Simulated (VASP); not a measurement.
# Au (Fm-3m) in VASP: single point with PBEsol

Aim: the single point of Au with PBEsol.

All numbers are computed with VASP 6.6.1; they aren't measurements. Logs are shortened: lines on timing, memory, paths and dates and some standing lists are left out, and cuts for length are marked.

## (1) The crystal as given

The structure is cubic, space group Fm-3m (No. 225). The conventional cell has a = 4.082 Å, b = 4.082 Å, c = 4.082 Å, α = 90.00°, β = 90.00°, γ = 90.00°. Around Au (site symmetry m-3m) lie 12 Au at 2.89 Å.

## (2) Single point, PBEsol, non-collinear spin, zero start, spin-orbit coupling

The input, INCAR:

```
SYSTEM = Au
PREC = Accurate
ENCUT = 520
EDIFF = 1E-6
ISMEAR = 0
SIGMA = 0.1
LREAL = .False.
LASPH = .True.
NELM = 60
ALGO = Fast
ISIF = 2
LWAVE = .False.
LCHARG = .False.
LNONCOLLINEAR = .True.
MAGMOM = 0 0 0
LORBIT = 11
LSORBIT = .True.
GGA_COMPAT = .False.
LMAXMIX = 4
GGA = PS
NBANDS = 22
```

The input, KPOINTS:

```
regular mesh
0
Gamma
  18 18 18
  0 0 0
```

The input, POSCAR:

```
Au
1.0
    0.0000000000      2.0409900000      2.0409900000
    2.0409900000      0.0000000000      2.0409900000
    2.0409900000      2.0409900000      0.0000000000
Au
1
Direct
    1.0000000000      0.0000000000      1.0000000000
```

Potentials or basis: VASP PAW PBE potentials, release 64 (Au).

Run with:

```console
> cat potpaw_PBE.64/Au/POTCAR > POTCAR
> mpirun -np 1 vasp_ncl > vasp.out
```

OUTCAR:

```text
SYSTEM = Au
   PREC = Accurate
   ENCUT = 520
   EDIFF = 1E-6
   ISMEAR = 0
   LREAL = .False.
   LASPH = .True.
   NELM = 60
   ISIF = 2
   LNONCOLLINEAR = .True.
   LORBIT = 11
   LSORBIT = .True.
   GGA = PS

 ion  position               nearest neighbor table
   1  0.000  0.000  0.000-

  LATTYP: Found a face centered cubic cell.
 ALAT       =     4.0819800000

  Lattice vectors:

 A1 = (   0.0000000000,   2.0409900000,   2.0409900000)
 A2 = (   2.0409900000,   0.0000000000,   2.0409900000)
 A3 = (   2.0409900000,   2.0409900000,   0.0000000000)

Analysis of symmetry for initial positions (statically):
=====================================================================
 Subroutine PRICEL returns:
 Original cell was already a primitive cell.

 Routine SETGRP: Setting up the symmetry group for a
 face centered cubic supercell.

 Subroutine GETGRP returns: Found 48 space group operations
 (whereof 48 operations were pure point group operations)
 out of a pool of 48 trial point group operations.

The static configuration has the point symmetry O_h .

Analysis of symmetry for dynamics (positions and initial velocities):
=====================================================================
 Subroutine PRICEL returns:
 Original cell was already a primitive cell.

 Routine SETGRP: Setting up the symmetry group for a
 face centered cubic supercell.

 Subroutine GETGRP returns: Found 48 space group operations
 (whereof 48 operations were pure point group operations)
 out of a pool of 48 trial point group operations.

The dynamic configuration has the point symmetry O_h .

Analysis of structural, dynamic, and magnetic symmetry:
=====================================================================
 Subroutine PRICEL returns:
 Original cell was already a primitive cell.

 Routine SETGRP: Setting up the symmetry group for a
 face centered cubic supercell.

 Subroutine GETGRP returns: Found 48 space group operations
 (whereof 48 operations were pure point group operations)
 out of a pool of 48 trial point group operations.

The overall configuration has the point symmetry O_h .

 Subroutine INISYM returns: Found 48 space group operations
 (whereof 48 operations are pure point group operations),
 and found     1 'primitive' translations

----------------------------------------------------------------------------------------

                                     Primitive cell

  volume of cell :      17.0041

  direct lattice vectors                    reciprocal lattice vectors
     0.000000000  2.040990000  2.040990000    -0.244979152  0.244979152  0.244979152
     2.040990000  0.000000000  2.040990000     0.244979152 -0.244979152  0.244979152
     2.040990000  2.040990000  0.000000000     0.244979152  0.244979152 -0.244979152

  length of vectors
     2.886395739  2.886395739  2.886395739     0.424316339  0.424316339  0.424316339

  position of ions in fractional coordinates (direct lattice)
     0.000000000  0.000000000  0.000000000

  ion indices of the primitive-cell ions
   primitive index   ion index
                 1           1

----------------------------------------------------------------------------------------

 KPOINTS: regular mesh

Automatic generation of k-mesh.
 Grid dimensions read from file:
 generate k-points for:   18   18   18

 Generating k-lattice:

  Cartesian coordinates                     Fractional coordinates (reciprocal lattice)
    -0.013609953  0.013609953  0.013609953     0.055555556  0.000000000  0.000000000
     0.013609953 -0.013609953  0.013609953     0.000000000  0.055555556  0.000000000
     0.013609953  0.013609953 -0.013609953     0.000000000  0.000000000  0.055555556

  Length of vectors
     0.023573130  0.023573130  0.023573130

  Shift w.r.t. Gamma in fractional coordinates (k-lattice)
     0.000000000  0.000000000  0.000000000

 Subroutine IBZKPT returns following result:
 ===========================================

 Found    195 irreducible k-points:

 Following reciprocal coordinates:
            Coordinates               Weight
  0.000000  0.000000  0.000000      1.000000
  0.055556  0.000000  0.000000      8.000000
  0.111111  0.000000  0.000000      8.000000
  0.166667  0.000000  0.000000      8.000000
  0.222222  0.000000  0.000000      8.000000
  0.277778  0.000000  0.000000      8.000000
[... 16 lines left out ...]
 -0.277778  0.055556  0.000000     24.000000
 -0.222222  0.055556  0.000000     24.000000
 [... further k-points ...]
   k-points           NKPTS =    195   k-points in BZ     NKDIM =    195   number of bands    NBANDS=     22
   number of dos      NEDOS =    301   number of ions     NIONS =      1
   total plane-waves  NPLWV =  13824
   dimension x,y,z NGX =    24 NGY =   24 NGZ =   24
   dimension x,y,z NGXF=    48 NGYF=   48 NGZF=   48
   ions per type =               1
   NGX,Y,Z   is equivalent  to a cutoff of  13.82, 13.82, 13.82 a.u.
   NGXF,Y,Z  is equivalent  to a cutoff of  27.65, 27.65, 27.65 a.u.
 SYSTEM =  Au
   PREC   = accura    normal or accurate (medium, high low for compatibility)
   ISTART =      0    job   : 0-new  1-cont  2-samecut
   ICHARG =      2    charge: 1-file 2-atom 10-const
   ISPIN  =      1    spin polarized calculation?
   LNONCOLLINEAR =      T non collinear calculations
   LSORBIT =      T    spin-orbit coupling
   LASPH  =      T    aspherical Exc in radial PAW
   ENCUT  =  520.0 eV  38.22 Ry    6.18 a.u.   5.37  5.37  5.37*2*pi/ulx,y,z
   NELM   =     60;   NELMIN=  2; NELMDL= -5     # of ELM steps
   EDIFF  = 0.1E-05   stopping-criterion for ELM
   LREAL  =      F    real-space projection
   EDIFFG = 0.1E-04   stopping-criterion for IOM
   NSW    =      0    number of steps for IOM
   IBRION =     -1    ionic relax: 0-MD 1-quasi-New 2-CG
   NFREE  =      0    steps in history (QN), initial steepest desc. (CG)
   ISIF   =      2    stress and relaxation
   ISYM   =      2    0-nonsym 1-usesym 2-fastsym
   POTIM  = 0.5000    time-step for ionic-motion
   TEBEG  =    0.0;   TEEND  =   0.0 temperature during run
   PSTRESS=    0.0 pullay stress
   NELECT =      11.0000    total number of electrons
   NUPDOWN=      -1.0000    fix difference up-down
   EMIN   =  10.00;   EMAX   =-10.00  energy-range for DOS
   EFERMI =   0.00;   METHOD = LEGACY
   ISMEAR =     0;   SIGMA  =   0.10  broadening in eV -4-tet -1-fermi 0-gaus
   EFERMI_NEDOS =   21; number of points for ismear=-14 and -15
   IALGO  =     68    algorithm
   IMIX   =      4    mixing-type and parameters
     AMIX     =   0.40;   BMIX     =  1.00
     AMIX_MAG =   1.60;   BMIX_MAG =  1.00
  volume/ion in A,a.u.               =      17.00       114.75
  Fermi-wavevector in a.u.,A,eV,Ry     =   1.415864  2.675595 27.275200  2.004671
  Thomas-Fermi vector in A             =   2.537258
   LORBIT       =     11    0 simple, 1 ext, 2 COOP (PROOUT), +10 PAW based schemes
   GGA     = PS    functional components
   LHFCALC =     F    Hartree Fock is set to
   AEXX    =    0.0000 exact exchange contribution
   IVDW    =     0    specifies the selected vdW correction
   LEPSILON=     F    determine dielectric tensor
   LRPA    =     F    only Hartree local field effects (RPA)
 RMM-DIIS sequential band-by-band and
 Gauss-broadening in eV      SIGMA  =   0.10
  energy-cutoff  :      520.00
  volume of cell :       17.00
 maximum number of plane-waves:       946
 NGX is ok and might be reduce to    24

 number of electron      11.0000000 magnetization       0.0000000      0.0000000      0.0000000

 number of electron      11.0000000 magnetization      -0.0000000      0.0000000     -0.0000000

 number of electron      11.0000000 magnetization      -0.0000000      0.0000000      0.0000000

 Free energy of the ion-electron system (eV)
  ---------------------------------------------------
  ext. energy  EPLUGINS =         0.00000000
  ---------------------------------------------------
  free energy    TOTEN  =        -4.21872565 eV

  energy without entropy =       -4.21721479  energy(sigma->0) =       -4.21797022

 E-fermi :   9.3437     XC(G=0): -12.9052

 val. band max:        9.3277281626   @ k =   0.5000   0.1667   0.0556
 cond. band min:       9.3650225035   @ k =   0.5000   0.2778   0.1111
 fundamental gap:      0.0372943409
 Fermi energy:         9.3437260603

 k-point     1 :       0.0000    0.0000    0.0000
  band No.  band energies     occupation
      1      -0.6300      1.00000
      2      -0.6300      1.00000
      3       3.9969      1.00000
      4       3.9969      1.00000
      5       3.9969      1.00000
      6       3.9969      1.00000
[... 574 lines left out ...]
      6       4.1815      1.00000
[... 14 lines left out ...]
     21      30.8677      0.00000
     22      30.8678      0.00000

 [... further k-points ...]

------------------------ aborting loop because EDIFF is reached ----------------------------------------

  FORCE on cell =-STRESS in cart. coord.  units (eV):
  Direction    XX          YY          ZZ          XY          YZ          ZX
  --------------------------------------------------------------------------------------
  -------------------------------------------------------------------------------------
  Total       -0.1258844     -0.1258844     -0.1258844      0.0000000      0.0000000      0.0000000
  in kB      -11.8612382    -11.8612382    -11.8612382      0.0000000      0.0000000      0.0000000
  external PRESSURE =     -11.8612382 kB  Pullay stress =       0.0000000 kB

 VOLUME and BASIS-vectors are now :
 -----------------------------------------------------------------------------
  energy-cutoff  :      520.00
  volume of cell :       17.00
      direct lattice vectors                 reciprocal lattice vectors
     0.000000000  2.040990000  2.040990000    -0.244979152  0.244979152  0.244979152
     2.040990000  0.000000000  2.040990000     0.244979152 -0.244979152  0.244979152
     2.040990000  2.040990000  0.000000000     0.244979152  0.244979152 -0.244979152

 POSITION                                       TOTAL-FORCE (eV/Angst)
 -----------------------------------------------------------------------------------
      0.00000      0.00000      0.00000        -0.000000      0.000000      0.000000
 -----------------------------------------------------------------------------------
    total drift:                               -0.000000      0.000000     -0.000000

  FREE ENERGIE OF THE ION-ELECTRON SYSTEM (eV)
  ---------------------------------------------------
  free  energy   TOTEN  =        -4.2187256476 eV

  energy  without entropy=       -4.2172147858  energy(sigma->0) =       -4.21797022

 Spin-Orbit-Coupling matrix elements

 Ion:    1  E_soc:     -0.5910751
 l=   1
     0.0000000    -0.0267453    -0.0267453
    -0.0267453     0.0000000    -0.0267453
    -0.0267453    -0.0267453     0.0000000
 l=   2
     0.0000000    -0.0156478     0.0000000    -0.0156478    -0.0561193
    -0.0156478     0.0000000    -0.0420895    -0.0156478    -0.0140298
     0.0000000    -0.0420895     0.0000000    -0.0420895     0.0000000
    -0.0156478    -0.0156478    -0.0420895     0.0000000    -0.0140298
    -0.0561193    -0.0140298     0.0000000    -0.0140298     0.0000000
 l=   3
     0.0000000     0.0000000     0.0000000     0.0000000     0.0000000     0.0000000     0.0000000
     0.0000000     0.0000000     0.0000000     0.0000000     0.0000000     0.0000000     0.0000000
     0.0000000     0.0000000     0.0000000     0.0000000     0.0000000     0.0000000     0.0000000
     0.0000000     0.0000000     0.0000000     0.0000000     0.0000000     0.0000000     0.0000000
     0.0000000     0.0000000     0.0000000     0.0000000     0.0000000     0.0000000     0.0000000
     0.0000000     0.0000000     0.0000000     0.0000000     0.0000000     0.0000000     0.0000000
     0.0000000     0.0000000     0.0000000     0.0000000     0.0000000     0.0000000     0.0000000

 total charge

# of ion       s       p       d       tot
------------------------------------------
    1        0.538   0.375   8.728   9.642

 magnetization (x)

# of ion       s       p       d       tot
------------------------------------------
    1        0.000   0.000   0.000   0.000

 magnetization (y)

# of ion       s       p       d       tot
------------------------------------------
    1       -0.000   0.000   0.000  -0.000

 magnetization (z)

# of ion       s       p       d       tot
------------------------------------------
    1        0.000   0.000   0.000   0.000
```

Run time: 80 s. Hardware: 1 thread of Intel Xeon Platinum 8488C (Sapphire Rapids), shared host; peak memory 0.27 GiB.

Results:

```yaml
Free_energy: -4.2187 eV
Pressure: -1.2 GPa
Net_moment: 0.00 μB per cell
Valence_electrons_inside_the_program's_atomic_spheres: Au 9.64
```

Moments on the atoms (μB; x, y, z):
```
Au  0.00 0.00 0.00
```

Caveat: the PAW data sets were made with another functional, which shifts forces and pressure a little.
